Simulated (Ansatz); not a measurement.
# GaP: the cost of one run

Program: Ansatz 0.2.0. Level of theory: DFT LDA, scalar-relativistic, plane waves, PAW. These are calculated values, not measurements.

17 further runs of the same task are left out: 17 set aside as unsound or not needed.

## 1. The system as given

Symmetry: R-3m, No. 166, trigonal system. Conventional cell: a = 3.795 Å, b = 3.795 Å, c = 18.901 Å, α = 90.00°, β = 90.00°, γ = 120.00°. Ga (site symmetry 3m) has 3 P at 2.35 Å and 1 Ga at 2.42 Å as nearest neighbours. Around P (site symmetry 3m) lie 1 P at 2.19 Å and 3 Ga at 2.35 Å.

Coordinates:

```xyz
4
Lattice="1.8973 1.0954 6.3005 -1.8973 1.0954 6.3005 0.0000 -2.1908 6.3005" Properties=species:S:1:pos:R:3 pbc="T T T"
Ga    0.0000    0.0000    8.2406
Ga    0.0000    0.0000   10.6608
P     0.0000    0.0000    1.0969
P     0.0000    0.0000   17.8045
```

It goes back to an entry of the Materials Project, which need not be the stable form.

This cell was relaxed beforehand with the same method: volume 19.64 Å³/atom, gap on the mesh 0.74 eV.

## 2. The scan

The energy is mapped over volume and the cell's shape.

First coordinate, volume per atom: 7 values from 18.07 to 21.21 Å³. Second coordinate, c/a of the conventional cell: 7 values from 4.152 to 5.976.

Nothing else is relaxed (fractional coordinates fixed). Energies count from the relaxed crystal. Points are written as (first, second).

## 3. Point (19.64 Å³, 4.152)

File input.yaml:

```yaml
crystal:
  lattice:
    - [2.0159249131, 1.1638947913, 5.5806177395]
    - [-2.0159249131, 1.1638947913, 5.5806177395]
    - [0.0, -2.3277895825, 5.5806177395]
  atoms:
    - { symbol: Ga, position: [0.4359784395, 0.4359784395, 0.4359784395] }
    - { symbol: Ga, position: [0.5640215605, 0.5640215605, 0.5640215605] }
    - { symbol: P, position: [0.0580350955, 0.0580350955, 0.0580350955] }
    - { symbol: P, position: [0.9419649045, 0.9419649045, 0.9419649045] }
basis:
  ecutwfc: 420
kpoints:
  mp_grid: { grid: [9, 9, 9] }
hamiltonian:
  xc: lda
  pseudopotentials: { kind: paw, azcp: { folder: soft_1 } }
scf:
  occupations: { method: gaussian, width: 0.05 }
output:
  forces: true
  stress: true
  eigenvalues: true
```

Started as:

```sh
> ansatz run input.yaml --threads 1 --pin off --max-ram 2048MiB --backend cpu --events-out ev --progress --plain --runs-dir out
```

Q: Estimate wall time and peak memory on 1 thread of Intel Xeon Platinum 8259CL at 2.50GHz (Skylake/Cascade Lake), shared host.

About 8.3 s, with a peak of 0.45 GiB.
